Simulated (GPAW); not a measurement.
MgS: single point with LDA

MgS:

```
S Mg
1.0
     0.00000    2.83312    2.83312
     2.83312    0.00000    2.83312
     2.83312    2.83312    0.00000
S Mg
1 1
Direct
  0.25000 0.25000 0.25000
  0.00000 0.00000 0.00000
```

The cell comes from a database or a generator and needn't be the stable form of this composition.

| Quantity | Value |
| --- | --- |
| Program | GPAW 26.7.0 |
| Task | single point |
| Functional | LDA |
| Potentials or basis | the program's PAW data sets (release 1.2.1) made for this functional |
| Cutoff | 800 eV |
| Basis | pw |
| k mesh | 8 × 8 × 8 |
| Occupations | gaussian, width 0.05 eV |
| Spin | no spin polarisation |

```
Pressure               : -2.2 GPa
Band gap on the k mesh : 3.17 eV, direct
```

Levels at points of the mesh, in eV from the valence-band top:
```csv
k point,band 5,band 6,band 7,band 8,band 9,band 10,band 11,band 12
"(0.00, 0.00, 0.00)",-11.25,0.00,0.00,0.00,3.17,7.74,7.74,7.74
"(0.50, 0.50, 0.00)",-10.33,-2.88,-1.05,-1.05,3.66,5.42,10.87,12.00
"(0.50, 0.50, 0.50)",-10.55,-3.20,-0.33,-0.33,4.86,7.44,7.44,8.36
```

It took 19 s on 1 thread of Arm Neoverse V1, on a shared host, peak memory 0.17 GiB.

A k mesh can miss the band edges. LDA gaps usually lie below the measured ones, often by a third to a half.
